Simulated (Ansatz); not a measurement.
## Sr: from a first guess to the relaxed sc type

First guess:

```yaml
crystal:
  lattice:
    - [3.21951, 0.00000, 0.00000]
    - [0.00000, 3.21951, 0.00000]
    - [0.00000, 0.00000, 3.21951]
  atoms:
    - { symbol: Sr, position: [0.00000, 0.00000, 0.00000] }
```

These are results of DFT, PBE, PAW with Ansatz's default frozen-core files, scalar-relativistic in Ansatz 0.2.0, not measurements.

Cell and atoms relax within the symmetry of the start on a 13×13×13 k mesh with 0.05 eV Fermi–Dirac smearing.

The start is built from a prototype, known or not as a phase of this compound; the cutoff is 420 eV.

(1) What is the pressure of the first guess?

(2) What does it relax to?

(3) How much energy does the relaxation release?

Answers

(1) 10.08 GPa.

(2) a = 3.850 Å, b = 3.850 Å, c = 3.850 Å, α = 90.00°, β = 90.00°, γ = 90.00° (conventional cell), 57.05 Å³ per atom:
Space group Pm-3m (No. 221). a = 3.850 Å, b = 3.850 Å, c = 3.850 Å, α = 90.00°, β = 90.00°, γ = 90.00°
```tsv
atom	site	symmetry	x	y	z
Sr	1a	m-3m	0.0000	0.0000	0.0000
```

(3) 471 meV/atom.
